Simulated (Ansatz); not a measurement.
A (201) slab of MoP (P-6m2 (No. 187)), 9 planes, outer planes MoP (top) and MoP (bottom), with 18 atoms (Mo9P9) in a surface cell of A = 22.216 Å², as cut from the bulk:

```yaml
crystal:
  lattice:
    - [3.20623, 0.00000, 0.00000]
    - [-1.60312, 6.92896, 0.00000]
    - [0.00000, 0.00000, 25.38791]
  atoms:
    - { symbol: Mo, position: [0.79015, 0.58029, 0.29542] }
    - { symbol: P, position: [0.42184, 0.84368, 0.30377] }
    - { symbol: Mo, position: [0.58029, 0.16059, 0.34552] }
    - { symbol: P, position: [0.21199, 0.42397, 0.35387] }
    - { symbol: Mo, position: [0.37044, 0.74088, 0.39562] }
    - { symbol: P, position: [0.00213, 0.00427, 0.40397] }
    - { symbol: Mo, position: [0.16059, 0.32118, 0.44572] }
    - { symbol: P, position: [0.79228, 0.58456, 0.45407] }
    - { symbol: Mo, position: [0.95074, 0.90147, 0.49582] }
    - { symbol: P, position: [0.58243, 0.16485, 0.50418] }
    - { symbol: Mo, position: [0.74088, 0.48177, 0.54593] }
    - { symbol: P, position: [0.37257, 0.74515, 0.55428] }
    - { symbol: Mo, position: [0.53103, 0.06206, 0.59603] }
    - { symbol: P, position: [0.16272, 0.32544, 0.60438] }
    - { symbol: Mo, position: [0.32118, 0.64236, 0.64613] }
    - { symbol: P, position: [0.95287, 0.90574, 0.65448] }
    - { symbol: Mo, position: [0.11133, 0.22265, 0.69623] }
    - { symbol: P, position: [0.74302, 0.48603, 0.70458] }
```

The calculation used DFT PBEsol, scalar-relativistic, plane waves, PAW (Ansatz 0.2.0). Plane waves to 420 eV, a k mesh through Γ of 11×5×1 on the computed 18-atom cell and Gaussian smearing (0.10 eV); no spin polarisation. A dipole correction removes the field between periodic images along c.

Against the same 18 atoms in the bulk, the slab as cut lies 7.541 eV higher and the relaxed slab 6.742 eV higher.

Task: Work out the surface energy before and after relaxation.

Result: The slab has two faces, so γ = (E_slab − N·E_bulk)/(2A), the mean of both. As cut: 7.541/(2 × 22.216) = 0.1697 eV/Å², and 1 eV/Å² = 16.02 J/m², so γ = 2.72 J/m². Relaxed: 6.742/(2 × 22.216) = 0.1517 eV/Å² = 2.43 J/m². Relaxation recovers 11 % of the cost of cutting.

Task: What is the ideal work of this cut, per area?

Result: Griffith's ideal work is 2γ: 5.44 J/m² if the new faces stay rigid, 4.86 J/m² if they relax. One thickness was run, 9 planes, so γ can still shift with it.